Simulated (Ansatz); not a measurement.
# Rb2Cl: the cost of one run

Program: Ansatz 0.2.0. Level of theory: DFT PBEsol, scalar-relativistic, plane waves, PAW. These are calculated values, not measurements.

## Step 1: Starting point

It takes space group P4/mmm (No. 123, tetragonal). The conventional cell has a = 3.556 Å, b = 3.556 Å, c = 12.593 Å, α = 90.00°, β = 90.00°, γ = 90.00°. Na (site symmetry 4mm) has 4 Cl at 3.02 Å and 5 Na at 3.44 to 3.56 Å as nearest neighbours. Na (site symmetry 4/mmm) is surrounded by 8 Cl at 3.08 Å and 6 Na at 3.44 to 3.56 Å. Na (site symmetry 4/mmm) is surrounded by 12 Na at 3.56 to 3.81 Å. Around Cl (site symmetry 4mm) lie 8 Na at 3.02 to 3.08 Å.

Structure file:

```
CELL_PARAMETERS angstrom
3.55609 0.00000 0.00000
0.00000 3.55609 0.00000
0.00000 0.00000 12.59257
ATOMIC_POSITIONS crystal
Na 0.00000 0.00000 0.22690
Na 0.00000 0.00000 0.77310
Na 0.00000 0.00000 0.50000
Na 0.50000 0.50000 0.00000
Cl 0.50000 0.50000 0.35918
Cl 0.50000 0.50000 0.64082
```

The structure comes from the Materials Project (structure only).

## Step 2: Substitution of an element, cell strained: Na → Rb, first probe

Against the listed cell: Rb takes all sites of Na, and lengths are scaled by 1.149 as a first guess of the size; strain xx, yy, zz, yz, xz, xy = -3.4, -3.4, +2.6, +0.0, +0.0, +0.0 %; atoms moved by 0.06 Å root mean square, at most 0.10 Å.

input.yaml

```yaml
crystal:
  lattice:
    - [3.946080959, 0.0, 0.0]
    - [0.0, 3.946080959, 0.0]
    - [0.0, 0.0, 14.84195555]
  atoms:
    - { symbol: Rb, position: [0.0, 0.0, 0.2240964145] }
    - { symbol: Rb, position: [0.0, 0.0, 0.7759035855] }
    - { symbol: Rb, position: [0.0, 0.0, 0.5] }
    - { symbol: Rb, position: [0.5, 0.5, 0.0] }
    - { symbol: Cl, position: [0.5, 0.5, 0.3514171659] }
    - { symbol: Cl, position: [0.5, 0.5, 0.6485828341] }
basis:
  ecutwfc: 420
kpoints:
  mp_grid: { grid: [4, 4, 2] }
hamiltonian:
  xc: pbesol
scf:
  occupations: { method: gaussian, width: 0.1 }
output:
  forces: true
  stress: true
  eigenvalues: true
```

Q: Estimate wall time and peak memory on 1 thread of an Arm CPU, shared host.

About 5.5 s, with a peak of 0.4 GiB.
